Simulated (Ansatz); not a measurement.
# CuO (Tenorite) (Cc) in Ansatz: a series of runs, part 2 of 2

Ansatz 0.2.0. The steps go on from the part before.

## Step 3: Band structure, PBE

Input file input.yaml:

```yaml
crystal:
  lattice:
    - [2.34465, -1.7134, 0.0]
    - [2.34465, 1.7134, 0.0]
    - [-0.8605543552, 0.0, 5.0594363927]
  atoms:
    - { symbol: Cu, position: [0.4968, 0.0032, 0.5] }
    - { symbol: Cu, position: [0.0032, 0.4968, 0.0] }
    - { symbol: O, position: [0.4056, 0.5714, 0.7537] }
    - { symbol: O, position: [0.5714, 0.4056, 0.2537] }
hamiltonian:
  xc: pbe
  pseudopotentials: { kind: paw, source: ansatz }
kpoints:
  mp_grid: { grid: [10, 10, 5] }
  band_path:
    path:
      - [[0.0, 0.0, 0.0], [-0.5, -0.5, 0.0], [-0.5249462874, -0.5249462874, 0.3256415493], [-0.5, -0.5, 0.5], [-0.6336780905, -0.3663219095, 0.5]]
      - [[-0.3663219095, 0.3663219095, 0.5], [0.0, 0.0, 0.5], [-0.4750537126, -0.4750537126, 0.6743584507]]
      - [[-0.5, -0.5, 0.0], [-0.6126314136, -0.3873685864, 0.0]]
      - [[-0.3873685864, 0.3873685864, 0.0], [0.0, 0.0, 0.0], [-0.5, 0.0, 0.0]]
      - [[-0.5, 0.0, 0.5], [0.0, 0.0, 0.0]]
    npoints: 14
scf:
  occupations: { method: fermi_dirac, width: 0.05 }
  n_extra_bands: 10
output:
  forces: true
  stress: true
  eigenvalues: true
  fatbands: false
```

Potentials or basis: Ansatz PAW earlier set.

Launch:

```console
$ ansatz run input.yaml --threads 2 --pin off --max-ram 5632MiB --backend cpu --events-out ev --progress --plain --runs-dir out
```

Log:

```text
Warning: RAYON_NUM_THREADS=2 ignored (pool sized by the plan → 2); use --threads N
scf.n_extra_bands = 10 over 25 filled bands (N_el = 50.0): the run solves 35 bands
Engine: ansatz 0.2.0, x86_64-unknown-linux-gnu
Pseudopotentials: kind: paw
Pseudopotential: Cu, paw, valence charge 19, recommended cutoff 700 eV (normal), Cu.paw.azcp
Pseudopotential: O, paw, valence charge 6, recommended cutoff 930 eV (normal), O.paw.azcp
Functional definition: PBE
  parameter kappa = 0.804
  parameter beta = 0.06672455060314922
  exchange = pbe_x(kappa = kappa, mu = beta*pi^2/3)
  correlation = pbe_c(beta = beta)
Crystal: 4 atoms, lattice volume = 40.651 Å³
Basis set: ecut = 930 eV, 2619 PW (Γ), exchange–correlation on 72×72×120 points (8 copies of the dense FFT grid, shifted against one another)
Bands: 35, of which v1, the nominal top of the filled ones, is band 25 counted from 1 (24 counted from 0)
Symmetry: 2 space group operations
Space group: Cc (ITA 9), of the structure as read, at distance tolerance 3.4e-5 Å
k-points: 141 of 500 (time reversal used)
Non-local potential: Cu, projectors of the file, l = 0: 3, l = 1: 3, l = 2: 3, l = 3: 1, l = 4: 1
Non-local potential: O, projectors of the file, l = 0: 2, l = 1: 2, l = 2: 1
PAW form: soft (Blöchl's): semilocal exchange-correlation on the pseudo side does not see the compensation charge
PAW one-centre angular grid: Cu, 590 points (default); XC on 64 Gauss nodes
PAW one-centre angular grid: O, 110 points (default); XC on 64 Gauss nodes
Initial density: superposition of atomic densities (chi_scale 0.1, normalization cell, long waves kept (reshape's long-wave potential 0.00 eV rms))
Initial wavefunctions: pseudopotential atomic-orbital guess
Functional: x = pbe(κ = 0.804, μ = 0.2195149727645171), c = pbe(β = 0.06672455060314922)
SCF iter   1: F=—  HF=-14382.260100 eV  |F-HF|=—  |Δ(HF+E_count)|=         —  Δρ=6.46e-2  dr2=4.69e-1  ethr=3.10e-3  ⟨swp⟩=5.4  Hψ=20103  notcnv=0  defer=39
preconditioner: auto → Kerker (q_TF=auto, 2.824 Å⁻¹)  [metal: Δε(μ)=0.005 eV  Ē_g=15.840 eV  σ=0.050 eV  W_gap=0.02  n_scr=20 (ndim 8)  ℏωp=34.0 eV  f_vac=0.000  D(μ)=2.26/eV (n_scr^D=20)]
SCF iter   2: F=—  HF=-14382.242585 eV  |F-HF|=—  |Δ(HF+E_count)|=   1.75e-2  Δρ=3.41e-2  dr2=1.14e-1  ethr=9.38e-4  ⟨swp⟩=2.0  Hψ=6932  notcnv=0  defer=459
SCF iter   3: F=—  HF=-14382.255316 eV  |F-HF|=—  |Δ(HF+E_count)|=   1.27e-2  Δρ=6.64e-3  dr2=8.06e-3  ethr=2.28e-4  ⟨swp⟩=3.5  Hψ=7675  notcnv=0  defer=459
SCF iter   4: F=—  HF=-14382.254648 eV  |F-HF|=—  |Δ(HF+E_count)|=   6.67e-4  Δρ=1.78e-3  dr2=9.05e-4  ethr=1.61e-5  ⟨swp⟩=2.1  Hψ=8592  notcnv=0  defer=459
SCF iter   5: F=—  HF=-14382.255199 eV  |F-HF|=—  |Δ(HF+E_count)|=   5.50e-4  Δρ=4.37e-4  dr2=7.68e-5  ethr=1.81e-6  ⟨swp⟩=2.4  Hψ=6467  notcnv=0  defer=459
SCF iter   6: F=—  HF=-14382.255241 eV  |F-HF|=—  |Δ(HF+E_count)|=   4.23e-5  Δρ=1.09e-4  dr2=4.37e-6  ethr=1.54e-7  ⟨swp⟩=2.3  Hψ=6516  notcnv=0  defer=459
SCF iter   7: F=—  HF=-14382.255242 eV  |F-HF|=—  |Δ(HF+E_count)|=   1.60e-6  Δρ=2.61e-5  dr2=1.76e-7  ethr=8.75e-9  ⟨swp⟩=2.0  Hψ=6517  notcnv=0  defer=459
SCF iter   8: F=-14382.255243 eV  HF=-14382.255243 eV  |F-HF|=6.16e-9  |Δ(HF+E_count)|=   8.84e-8  Δρ=7.54e-6  dr2=1.58e-8  ethr=2.00e-10  ⟨swp⟩=9.3  Hψ=25712  notcnv=0
SCF 1 converged in 8 iterations: F = -14382.255243 eV  dr2 = 1.58e-8
NSCF: frozen V_eff on 145 k-points
SCF converged after 8 iterations
Free energy (F): -14382.255243 eV
Harris-Foulkes:  -14382.255243 eV  (|F-HF|=6.16e-9)
Internal energy: -14382.236096 eV  (E = F + TS)
E sigma→0 (E₀):  -14382.245669 eV
Entropy (-TS):   -0.019147 eV (-4.787 meV/atom)
Fermi energy:    12.398922 eV
--- Per-component energies (eV) ---
  E_band       = -846.544424
  E_kinetic    = 1591.027817
  E_local      = -10596.160264  (includes V_loc(G=0)·N_el)
  E_nonlocal   = 1141.602749
  E_hartree    = 3845.518534
  E_xc         = -439.425056
  E_vxc        = -569.857229  (∫ρ·V_xc dr)
  E_paw        = -3167.962772  (= ΣΔE_a)
  E_vpaw       = -104.199461  (= ΣTr[D̂ρ^β])
  E_aug_tail   = 0.000273  (compensation charges beyond the density's cutoff)
  E_ewald      = -6756.837377
  E_smearing   = -0.019147  (= −TS)
  E_closure    = 0.000000  (closes the sum)
  Σ components = -14382.255243   (vs F -14382.255243, Δ=0.00e0)
--- Forces (eV/Å), atoms counted from 1 ---
  atom   1  Cu    -0.63039533    -0.34771924     0.24416051
  atom   2  Cu    -0.63039533     0.34771924     0.24416051
  atom   3  O      0.63038141    -0.30556750    -0.24415486
  atom   4  O      0.63038141     0.30556750    -0.24415486
  max |Σ_I F_I| component: 2.78e-5 eV/Å
--- Stress (GPa, compression-positive) ---
        5.452708       0.000000      -1.755738
        0.000000       6.618827       0.000000
       -1.755734       0.000000       4.910635
  P = ⅓ Tr σ = 5.6607 GPa (56.607 kbar)
--- Band table (eV; the first three rows and the last of 141) ---
  k-point 0: bands = ["-100.1856", "-100.1849", "-57.7144", "-57.7142", "-57.6883", "-57.6793", "-57.2795", "-57.2790", "-7.5557", "-6.2357", "4.2249", "6.8341", "7.1949", "9.0062", "9.0815", "9.1514", "9.3471", "9.6274", "9.7057", "9.8780", "10.0823", "10.1885", "10.2699", "10.7509", "12.6092", "13.3149", "14.0721", "18.3943", "20.5037", "25.7013", "28.0232", "28.7307", "29.1207", "29.4152", "30.4750"]
  k-point 1: bands = ["-100.1855", "-100.1850", "-57.7144", "-57.7142", "-57.6874", "-57.6802", "-57.2794", "-57.2790", "-7.4490", "-6.3869", "4.5985", "6.9184", "7.2146", "8.3768", "8.7675", "8.8402", "9.4225", "9.5839", "9.8730", "9.9422", "10.1380", "10.3190", "10.5587", "10.6531", "12.5776", "13.1678", "14.6063", "17.8298", "21.3469", "25.7372", "27.5021", "27.5867", "29.2427", "29.6490", "30.8936"]
  k-point 2: bands = ["-100.1853", "-100.1851", "-57.7143", "-57.7142", "-57.6852", "-57.6824", "-57.2793", "-57.2792", "-7.1540", "-6.7518", "5.6020", "6.8918", "7.1369", "7.3991", "8.3613", "8.4033", "9.5905", "9.6739", "9.9776", "10.0074", "10.1001", "10.2924", "10.8005", "10.9187", "12.5498", "12.8136", "15.7095", "16.8355", "23.0573", "24.9951", "26.5018", "26.9135", "29.4415", "29.7093", "30.8031"]
  k-point 140: bands = ["-100.1839", "-100.1838", "-57.7279", "-57.7268", "-57.6837", "-57.6819", "-57.2879", "-57.2870", "-6.1687", "-6.0606", "5.5437", "6.0423", "6.7287", "6.7989", "7.2144", "7.6005", "9.5619", "9.8505", "10.1422", "10.1619", "10.6645", "10.6755", "11.0620", "11.1556", "11.7182", "12.3630", "17.0214", "18.1768", "21.0055", "21.6853", "25.1127", "25.2274", "28.0451", "28.2072", "28.4738"]
```

Run time: 25 s. Hardware: 2 threads of Intel Xeon 6975P-C (Granite Rapids), shared host; peak memory 0.79 GiB.

What came out:

| Quantity | Value |
| --- | --- |
| Free energy | -14382.2552 eV |
| Pressure | 5.7 GPa |
| Largest force | 0.760 eV/Å |
| Band gap on the k mesh | none (metal or under the smearing width) |

Forces on the atoms (eV/Å):
```
Cu  -0.630 -0.348  0.244
Cu  -0.630  0.348  0.244
O    0.630 -0.306 -0.244
O    0.630  0.306 -0.244
```

Levels at the corners of the path, in eV from the Fermi level:
```csv
point,band 22,band 23,band 24,band 25,band 26,band 27,band 28,band 29
Γ,-2.21,-2.13,-1.65,0.21,0.92,1.67,6.00,8.10
Y,-2.11,-1.66,-1.22,-0.65,1.06,3.33,7.00,8.50
F,-1.84,-1.33,-1.32,-0.65,0.19,4.21,6.11,8.66
L,-1.65,-1.30,-1.30,-0.41,-0.41,5.18,5.18,8.95
I,-1.80,-1.48,-1.48,-0.28,-0.28,5.82,5.82,9.04
I1,-1.80,-1.48,-1.48,-0.28,-0.28,5.82,5.82,9.04
Z,-2.23,-1.48,-1.48,0.25,0.25,3.89,3.89,11.64
F1,-1.84,-1.33,-1.32,-0.65,0.19,4.21,6.11,8.66
Y,-2.11,-1.66,-1.22,-0.65,1.06,3.33,7.00,8.50
X1,-2.00,-1.40,-1.33,-1.28,0.89,4.84,7.15,7.64
X,-2.00,-1.40,-1.33,-1.28,0.89,4.84,7.15,7.64
Γ,-2.21,-2.13,-1.65,0.21,0.92,1.67,6.00,8.10
N,-1.59,-1.49,-1.40,-0.03,0.29,4.85,6.26,6.90
M,-2.14,-1.72,-1.60,-0.09,0.73,5.09,6.47,8.05
Γ,-2.21,-2.13,-1.65,0.21,0.92,1.67,6.00,8.10
```

Caveat: the run has no spin polarisation, though such a crystal can be magnetic; semilocal functionals often make such compounds metallic where correlation or magnetic order opens a gap, which also shifts bond lengths.

## Step 4: Band structure, PBE

input.yaml: that of step 3 with these lines changed.

```diff
@@ -12,3 +12,3 @@
   xc: pbe
-  pseudopotentials: { kind: paw, source: ansatz }
+  pseudopotentials: { kind: nc }
 kpoints:
@@ -30,2 +30,2 @@
   eigenvalues: true
-  fatbands: false
+  fatbands: true
```

Potentials or basis: Ansatz NC.

Launch:

```console
$ ansatz run input.yaml --threads 2 --pin off --max-ram 5632MiB --backend cpu --events-out ev --progress --plain --runs-dir out
```

Wall time 34 s (2 threads of Intel Xeon 6975P-C (Granite Rapids), shared host); peak memory 0.77 GiB.

It converged, with:

```yaml
Free_energy: -11252.8443 eV
Pressure: 5.7 GPa
Largest_force: 0.766 eV/Å
Band_gap_on_the_k_mesh: none (metal or under the smearing width)
```

Forces on the atoms (eV/Å):
```
Cu  -0.635 -0.351  0.246
Cu  -0.635  0.351  0.246
O    0.635 -0.298 -0.246
O    0.635  0.298 -0.246
```

Stress tensor (GPa, compression positive):
```
 5.49  0.00 -1.69
 0.00  6.66  0.00
-1.69  0.00  5.04
```

Levels at the corners of the path, in eV from the Fermi level:
```csv
point,band 22,band 23,band 24,band 25,band 26,band 27,band 28,band 29
Γ,-2.15,-2.07,-1.59,0.22,0.91,1.69,6.03,8.12
Y,-2.05,-1.66,-1.14,-0.60,1.06,3.37,7.03,8.54
F,-1.78,-1.30,-1.25,-0.63,0.19,4.26,6.14,8.70
L,-1.60,-1.23,-1.23,-0.42,-0.42,5.22,5.22,8.98
I,-1.74,-1.41,-1.41,-0.28,-0.28,5.85,5.85,9.06
I1,-1.74,-1.41,-1.41,-0.28,-0.28,5.85,5.85,9.06
Z,-2.17,-1.43,-1.43,0.24,0.24,3.91,3.91,11.67
F1,-1.78,-1.30,-1.25,-0.63,0.19,4.26,6.14,8.70
Y,-2.05,-1.66,-1.14,-0.60,1.06,3.37,7.03,8.54
X1,-1.94,-1.38,-1.29,-1.21,0.88,4.87,7.19,7.67
X,-1.94,-1.38,-1.29,-1.21,0.88,4.87,7.19,7.67
Γ,-2.15,-2.07,-1.59,0.22,0.91,1.69,6.03,8.12
N,-1.53,-1.44,-1.33,-0.04,0.28,4.88,6.29,6.92
M,-2.08,-1.67,-1.53,-0.08,0.73,5.12,6.49,8.08
Γ,-2.15,-2.07,-1.59,0.22,0.91,1.69,6.03,8.12
```

Caveat: the run has no spin polarisation, though such a crystal can be magnetic; semilocal functionals often make such compounds metallic where correlation or magnetic order opens a gap, which also shifts bond lengths.

## Step 5: Summary

| potentials or basis | cutoff (eV) | gap on the mesh (eV) | pressure (GPa) | largest force (eV/Å) |
| --- | --- | --- | --- | --- |
| PseudoDojo stringent (PBE files) | 1415 | none | 5.5 | 0.76 |
| Ansatz PAW earlier set | 930 | none | 5.7 | 0.76 |
| Ansatz NC | 1252 | none | 5.7 | 0.77 |

Alike in all rows: task band structure; level PBE; no spin polarisation; cell as given; k mesh 10 × 10 × 5; smearing fermi-dirac 0.05 eV.

Caveats: the run has no spin polarisation, though such a crystal can be magnetic; semilocal functionals often make such compounds metallic where correlation or magnetic order opens a gap, which also shifts bond lengths.

Total energies depend on the potentials used, so only differences within one code and one set of settings carry meaning.
